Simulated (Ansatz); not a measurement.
A run of Ansatz 0.2.0 is set up as follows.

Contents of input.yaml:

```yaml
crystal:
  lattice:
    - [3.223, 0.0, 0.0]
    - [-1.6115, 2.7911998764, 0.0]
    - [0.0, 0.0, 3.191]
  atoms:
    - { symbol: Mo, position: [0.0, 0.0, 0.0] }
    - { symbol: P, position: [0.3333333333, 0.6666666667, 0.5] }
hamiltonian:
  xc: blyp
  pseudopotentials: { kind: paw }
  dispersion: d4
kpoints:
  mp_grid: { grid: [10, 10, 8] }
scf:
  occupations: { method: fermi_dirac, width: 0.05 }
output:
  forces: true
  stress: true
relax:
  f_tol: 0.01
  max_steps: 40
  cell: { stress_tol: 0.05 }
```

Potentials or basis: Ansatz PAW.

Run with:

```sh
$ ansatz run input.yaml --threads 2 --pin off --max-ram 5632MiB --backend cpu --events-out ev --progress --plain --runs-dir out
```

Predict the space group after relaxing (to 0.05 Å).

P-6m2 (No. 187).

Estimate the relaxed volume.

14.44 Å³/atom.

Predict the relaxed cell.

a = 3.235 Å, b = 3.235 Å, c = 3.186 Å, α = 90.00°, β = 90.00°, γ = 120.00°.

The path:
```tsv
step	energy change (eV)	largest force (eV/Å)	volume (Å³)
1	0.0000	0.0000	28.71
2	-0.0009	0.0000	28.87
3	-0.0009	0.0000	28.87
4	-0.0010	0.0000	28.87
```

Caveat: the plane-wave basis is chosen anew once the cell has moved, so the energies of steps on either side of that aren't comparable; the PAW data sets come from PBE, with cores solved anew for the run's functional, which leaves a small shift of forces and pressure. Zero-point motion and thermal expansion aren't in these numbers.
